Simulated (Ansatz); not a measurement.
Sb in Ansatz: the effect of target pressure

Crystal: Sb.

```
Sb
1.0
     0.00000    2.37124    2.37124
     2.37124    0.00000    2.37124
     2.37124    2.37124    0.00000
Sb
1
Direct
  0.00000 0.00000 0.00000
```

This isn't the form of Sb at room conditions, which is rhombohedral.

Alike in all runs:

```yaml
Program: Ansatz 0.2.0
Task: relaxation of cell and atoms
Functional: PBEsol
Potentials_or_basis: Ansatz PAW
Cutoff: "420 eV (not typed: the program's choice for these potentials)"
k_mesh: 10 × 10 × 10
Occupations: fermi-dirac, width 0.05 eV
Spin: no spin polarisation
```

Each run relaxes the cell or the atoms first.

```tsv
target pressure	relaxed volume (Å³/atom)
0 GPa	?
2 GPa	25.38
5 GPa	24.45
10 GPa	23.24
20 GPa	21.52
30 GPa	20.32
```

**Question.** What does the run with target pressure 0 GPa give?

**Answer.** Relaxed volume 26.15 Å³/atom.

Worked out: In Murnaghan's law V^(-B') rises as a straight line in P. The other rows fit best with B' = 4.4, V0 = 26.12 Å³/atom and B0 = 65 GPa, which gives 26.12 Å³/atom at 0 GPa, against the run's 26.15.

Caveats: the plane-wave basis is chosen anew once the cell has moved, so the energies of steps on either side of that aren't comparable; the PAW data sets come from PBE, with cores solved anew for the run's functional, which leaves a small shift of forces and pressure; the volume moved by over 15 % at a fixed basis, so the end points are rough (some runs).
